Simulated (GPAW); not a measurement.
# TaN in GPAW: the effect of exact-exchange share

The system is TaN.

```
Ta N
1.0
     0.00000    2.49114    2.49114
     2.49114    0.00000    2.49114
     2.49114    2.49114    0.00000
Ta N
1 1
Direct
  0.00000 0.00000 0.00000
  0.25000 0.25000 0.25000
```

The cell comes from a database or a generator and needn't be the stable form of this composition.

Alike in all runs:

- Program: GPAW 26.7.0
- Task: single point
- Functional: PBEh(alpha)
- Potentials or basis: GPAW PAW data sets (gpaw-data 1.2.1)
- Cutoff: 600 eV
- Basis: pw
- k mesh: 3 × 3 × 3
- Occupations: fermi-dirac, width 0.05 eV
- Spin: no spin polarisation

```tsv
exact-exchange share	gap on the mesh (eV)
0.1	none
0.2	none
0.35	0.96
0.5	?
```

What does the run with exact-exchange share 0.5 give?

gap on the mesh 1.76 eV.

Caveats: all runs use coarse meshes; exact exchange converges slowly with the k mesh, and this mesh is small; spin-orbit coupling is left out, which moves the levels of the heavy elements (some runs); an odd mesh through Γ misses points on the zone boundary, where band edges often lie (some runs).

A gap of «none» marks a metal or a gap under the smearing width.

Runs at the PBE level aren't shown here.
